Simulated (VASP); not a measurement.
VASP 6.6.1 run: CdS

INCAR

```
ISMEAR = -1
IBRION = -1
LWAVE = .FALSE.
NBANDS = 11
NELM = 53
PREC = Accurate
LCHARG = .FALSE.
ISIF = 2
NSW = 0
LREAL = Auto
LASPH = .TRUE.
SIGMA = 0.02
ENCUT = 520
GGA = PE
EDIFF = 1E-7
```

KPOINTS

```
KPOINTS created by Atomic Simulation Environment
0
Gamma
8 8 8
0 0 0
```

POSCAR

```
Cd S
 1.0000000000000000
     0.0000000000000000    2.9979991399000001    2.8477437577000000
     2.9979991399000001    0.0000000000000000    2.8477437577000000
     2.9979991399000001    2.9979991399000001    0.0000000000000000
 Cd  S
   1   1
Cartesian
  0.0000000000000000  0.0000000000000000  0.0000000000000000
  1.4989995699500001  1.4989995699500001  1.4238718788500000
```

The recommended PBE PAW datasets give the neutral cell 18 valence electrons.

Command

```
mpirun -np 1 vasp_std
```

OSZICAR

```
N       E                     dE             d eps       ncg     rms          rms(c)
DAV:   1     0.114575938734E+03    0.11458E+03   -0.92861E+03  1322   0.149E+03
DAV:   2    -0.601046467973E+00   -0.11518E+03   -0.11160E+03  1385   0.337E+02
DAV:   3    -0.662472154979E+01   -0.60237E+01   -0.59997E+01  1475   0.792E+01
DAV:   4    -0.668942218361E+01   -0.64701E-01   -0.64658E-01  1502   0.789E+00
DAV:   5    -0.669038221841E+01   -0.96003E-03   -0.95999E-03  1505   0.946E-01    0.756E+00
DAV:   6    -0.615683095153E+01    0.53355E+00   -0.13525E+00  1869   0.165E+01    0.606E+00
DAV:   7    -0.613909890975E+01    0.17732E-01   -0.22585E-01  1415   0.420E+00    0.313E+00
DAV:   8    -0.613932264172E+01   -0.22373E-03   -0.24214E-02  1427   0.270E+00    0.294E-01
DAV:   9    -0.613895929614E+01    0.36335E-03   -0.40303E-03  1463   0.117E+00    0.930E-02
DAV:  10    -0.613911680729E+01   -0.15751E-03   -0.36051E-04  1370   0.224E-01    0.819E-02
DAV:  11    -0.613921005820E+01   -0.93251E-04   -0.23405E-04  1417   0.204E-01    0.320E-02
DAV:  12    -0.613918709183E+01    0.22966E-04   -0.11730E-04  1737   0.166E-01    0.104E-02
DAV:  13    -0.613918827297E+01   -0.11811E-05   -0.65922E-06  1361   0.233E-02    0.272E-03
DAV:  14    -0.613918833570E+01   -0.62739E-07   -0.26397E-07  1422   0.448E-03
   1 F= -.61391883E+01 E0= -.61391883E+01  d E =-.422664E-11
```

From OUTCAR

```
k-points           NKPTS =     59   k-points in BZ     NKDIM =     59   number of bands    NBANDS=     11

   NELECT =      18.0000    total number of electrons

   dimension x,y,z NGX =    32 NGY =   32 NGZ =   32
   dimension x,y,z NGXF=    64 NGYF=   64 NGZF=   64

  energy-cutoff  :      520.00
  volume of cell :       51.19
      direct lattice vectors                 reciprocal lattice vectors
     0.000000000  2.997999140  2.847743758    -0.166777900  0.166777900  0.175577595
     2.997999140  0.000000000  2.847743758     0.166777900 -0.166777900  0.175577595
     2.997999140  2.997999140  0.000000000     0.166777900  0.166777900 -0.175577595

 k-points in reciprocal lattice and weights: KPOINTS created by Atomic Simulation Env
   0.00000000  0.00000000  0.00000000       0.002
   0.12500000  0.00000000  0.00000000       0.016
   0.25000000  0.00000000  0.00000000       0.016
   0.37500000  0.00000000  0.00000000       0.016
   0.50000000  0.00000000  0.00000000       0.008
   0.12500000  0.12500000  0.00000000       0.004
   0.25000000  0.12500000  0.00000000       0.016
   0.37500000  0.12500000  0.00000000       0.016
   ...

 E-fermi :   1.5326

 k-point     1 :       0.0000    0.0000    0.0000
  band No.  band energies     occupation
      1     -11.1272      2.00000
      2      -6.5762      2.00000
      3      -6.5762      2.00000
      4      -6.5487      2.00000
      5      -6.1415      2.00000
      6      -6.1238      2.00000
      7       1.0014      2.00000
      8       1.0014      2.00000
      9       1.1371      2.00000
     10       2.1232      0.00000
     11       7.6155      0.00000

 k-point     2 :       0.1250    0.0000    0.0000
  band No.  band energies     occupation
      1     -11.0690      2.00000
      2      -6.5559      2.00000
      3      -6.5428      2.00000
      4      -6.5097      2.00000
      5      -6.1404      2.00000
      6      -6.1262      2.00000
      7       0.0387      2.00000
      8       0.8795      2.00000
      9       0.9884      2.00000
     10       2.9632      0.00000
     11       7.3252      0.00000

 k-point     3 :       0.2500    0.0000    0.0000
  band No.  band energies     occupation
      1     -10.9278      2.00000
      2      -6.5133      2.00000
      3      -6.4920      2.00000
      4      -6.3338      2.00000
      5      -6.1293      2.00000
      6      -6.1253      2.00000
      7      -1.3714      2.00000
      8       0.6042      2.00000
      9       0.7484      2.00000
     10       3.7607      0.00000
     11       7.2744      0.00000

 k-point     4 :       0.3750    0.0000    0.0000
  band No.  band energies     occupation
      1     -10.7867      2.00000
      2      -6.4822      2.00000
      3      -6.4541      2.00000
      4      -6.1222      2.00000
      5      -6.1034      2.00000
      6      -6.0026      2.00000
      7      -2.6005      2.00000
      8       0.3489      2.00000
      9       0.5277      2.00000
     10       3.9882      0.00000
     11       7.9099      0.00000

 k-point     5 :       0.5000    0.0000    0.0000
  band No.  band energies     occupation
      1     -10.7286      2.00000
      2      -6.4732      2.00000
      3      -6.4420      2.00000
      4      -6.1102      2.00000
      5      -6.0877      2.00000
      6      -5.7816      2.00000
      7      -3.1569      2.00000
      8       0.2475      2.00000
      9       0.4403      2.00000
     10       3.9946      0.00000
     11       7.8757      0.00000

 ...

  Total        0.2807547      0.2807547      0.5524768      0.0000000     -0.0000000      0.0000000
  in kB        8.7870608      8.7870608     17.2914232      0.0000000     -0.0000000      0.0000000
  external PRESSURE =      11.6218482 kB  Pullay stress =       0.0000000 kB

 POSITION                                       TOTAL-FORCE (eV/Angst)
 -----------------------------------------------------------------------------------
      0.00000      0.00000      0.00000        -0.000000      0.000000      0.000000
      1.49900      1.49900      1.42387         0.000000     -0.000000     -0.000000
 -----------------------------------------------------------------------------------
    total drift:                               -0.000001     -0.000001     -0.000000

  FREE ENERGIE OF THE ION-ELECTRON SYSTEM (eV)
  ---------------------------------------------------
  free  energy   TOTEN  =        -6.1391883357 eV

  energy  without entropy=       -6.1391883357  energy(sigma->0) =       -6.13918834
```

It converged. Results: gap between bands v and c on the k mesh 0.99 eV; least direct gap on the k mesh 0.99 eV; pressure 1.2 GPa. Band v is the last that the valence electrons fill when counted band by band, and c is the next.

For comparison, a separate PBE run of the intended cell, on usual settings and not on those above, gives a gap of 0.99 eV on its mesh and a pressure of 1.2 GPa.

The run above took about 32 s on one core of a shared host (Intel Xeon Platinum 8488C) and held 0.18 GiB at most.
